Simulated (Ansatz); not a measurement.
## Trial inputs on AlRu

All trials start from this Ansatz input:

```yaml
crystal:
  lattice:
    - [2.98249544, 0.0, 0.0]
    - [0.0, 2.98249544, 0.0]
    - [0.0, 0.0, 2.98249544]
  atoms:
    - { symbol: Al, position: [0.0, 0.0, 0.0] }
    - { symbol: Ru, position: [0.5, 0.5, 0.5] }
basis:
  ecutwfc: 420
kpoints:
  mp_grid: { grid: [6, 6, 6] }
hamiltonian:
  xc: pbe
scf:
  occupations: { method: gaussian, width: 0.1 }
output:
  forces: true
  stress: true
  eigenvalues: true
```

Command:

```bash
ansatz run input.yaml --threads 1 --pin off --max-ram 1331MiB --backend cpu --events-out ev --progress --plain --runs-dir out
```

The run converges in 6 SCF iterations on 20 irreducible k-points: pressure 4.51 GPa, no gap.

Settings here are deliberately varied, not converged. Each trial's input is given as a difference from the reference's; energies are extrapolated to zero smearing where there is one, and pressure is positive in compression. Charged cells sit in a uniform background, and their pressures hang on that convention.

**Question.** Trial 1 (volume scaled):

```diff
 crystal:
   lattice:
-    - [2.98249544, 0.0, 0.0]
-    - [0.0, 2.98249544, 0.0]
-    - [0.0, 0.0, 2.98249544]
+    - [3.0313974994, 0.0, 0.0]
+    - [0.0, 3.0313974994, 0.0]
+    - [0.0, 0.0, 3.0313974994]
+total_charge: -2
 basis:
-  ecutwfc: 420
+  ecutrho_ratio: 5
 kpoints:
-  mp_grid: { grid: [6, 6, 6] }
+  mp_grid: { kspacing: 0.37 }
 hamiltonian:
-  xc: pbe
+  xc: pw92
 scf:
+  n_extra_bands: 2
+  max_iter: 30
+  convergence: { dr2_threshold: "1e-11 eV" }
 output:
-  forces: true
-  stress: true
+  forces: false
+  stress: false
```

What does the program give?

**Answer.** The run converges in 10 SCF iterations on 20 irreducible k-points: no gap.

**Question.** Trial 2:

```diff
 kpoints:
-  mp_grid: { grid: [6, 6, 6] }
+  mp_grid: { grid: [4, 4, 4] }
 hamiltonian:
-  xc: pbe
+  xc: pbesol
 scf:
+  max_iter: 20
```

What does the program give?

**Answer.** The run converges in 6 SCF iterations on 10 irreducible k-points: pressure -3.69 GPa, no gap.

**Question.** Trial 3 (one atom moved):

```diff
 crystal:
   atoms:
-    - { symbol: Al, position: [0.0, 0.0, 0.0] }
+    - { symbol: Al, position: [0.0, 0.0, 0.0670579399] }
+  symmetry: { detect: true }
 basis:
-  ecutwfc: 420
+  ecutwfc: "18 Ry"
 kpoints:
-  mp_grid: { grid: [6, 6, 6] }
+  mp_grid: { kspacing: 0.92 }
+  band_path: { path: [[0, 0, 0], [0.5, 0, 0], [0.5, 0.5, 0.5]], npoints: 8 }
 scf:
+  mixing: { ndim: 12 }
+  max_iter: 20
 output:
-  forces: true
+  forces: false
```

How does this run end?

**Answer.** The run converges in 7 SCF iterations on 6 irreducible k-points: energy 1.17 eV per atom above the reference, pressure 6.68 GPa (unreliable at so low a cutoff), no gap. It warns that the cutoff lies under the recommended one, 420 eV for these potentials.

**Question.** Trial 4 (one atom moved):

```diff
 crystal:
   atoms:
-    - { symbol: Ru, position: [0.5, 0.5, 0.5] }
+    - { symbol: Ru, position: [0.5, 0.5670579399, 0.5] }
 basis:
+  ecutrho_ratio: 8
 hamiltonian:
-  xc: pbe
+  xc: blyp
 scf:
-  occupations: { method: gaussian, width: 0.1 }
+  occupations: { method: gaussian, width: "0.02 Ry" }
```

How does this run end?

**Answer.** The run converges in 6 SCF iterations on 40 irreducible k-points: pressure 14.44 GPa, largest force 1.432 eV/Å, no gap. Forces of BLYP on these PAW sets can be off by 10 %.

**Question.** Trial 5:

```diff
-basis:
-  ecutwfc: 420
+basis: {}
 kpoints:
-  mp_grid: { grid: [6, 6, 6] }
+  mp_grid: { grid: [1, 1, 2] }
 hamiltonian:
-  xc: pbe
+  xc: revpbe
 scf:
-  occupations: { method: gaussian, width: 0.1 }
+  occupations: { method: gaussian, width: "0.02 Ry" }
```

What does the program give?

**Answer.** The run converges in 8 SCF iterations on 2 irreducible k-points: pressure 19.07 GPa, no gap. It warns that the mesh lowers the symmetry.

**Question.** Trial 6:

```diff
 basis:
-  ecutwfc: 420
+  ecutwfc: "37 Ry"
+  precision: f64
 kpoints:
-  mp_grid: { grid: [6, 6, 6] }
+  mp_grid: { grid: [4, 4, 4] }
```

What does the program give?

**Answer.** The run converges in 6 SCF iterations on 10 irreducible k-points: energy 135 meV per atom below the reference, pressure 2.23 GPa, no gap.

**Question.** Trial 7 (volume scaled):

```diff
 crystal:
   lattice:
-    - [2.98249544, 0.0, 0.0]
-    - [0.0, 2.98249544, 0.0]
-    - [0.0, 0.0, 2.98249544]
+    - [3.0694127137, 0.0, 0.0]
+    - [0.0, 3.0694127137, 0.0]
+    - [0.0, 0.0, 3.0694127137]
+total_charge: 0.1
 basis:
-  ecutwfc: 420
+  ecutwfc: 470
 kpoints:
-  mp_grid: { grid: [6, 6, 6] }
+  mp_grid: { grid: [2, 2, 2], shift: [0.35, 0.62, 0.3] }
 scf:
-  occupations: { method: gaussian, width: 0.1 }
+  occupations: { method: methfessel_paxton, width: 0.58 }
+  mixing: { ndim: 6 }
+  initial_density: { chi_scale: 0, normalization: atom }
+  max_iter: 74
```

What does the program give?

**Answer.** The run converges in 8 SCF iterations on 8 irreducible k-points: pressure -8.89 GPa (with the neutralising background of the charged cell), no gap. It warns that the mesh lowers the symmetry.

**Question.** Trial 8:

```diff
-basis:
-  ecutwfc: 420
+basis: {}
 hamiltonian:
-  xc: pbe
+  xc: rpbe
+  pseudopotentials: { kind: nc }
 scf:
-  occupations: { method: gaussian, width: 0.1 }
+  occupations: { method: fermi_dirac, width: "100 K" }
+  max_iter: 30
+  convergence: { dr2_threshold: "1e-10 eV" }
```

How does this run end?

**Answer.** The run converges in 10 SCF iterations on 20 irreducible k-points: at 1143 eV, the cutoff that these potentials take when none is typed, pressure 8.05 GPa, no gap.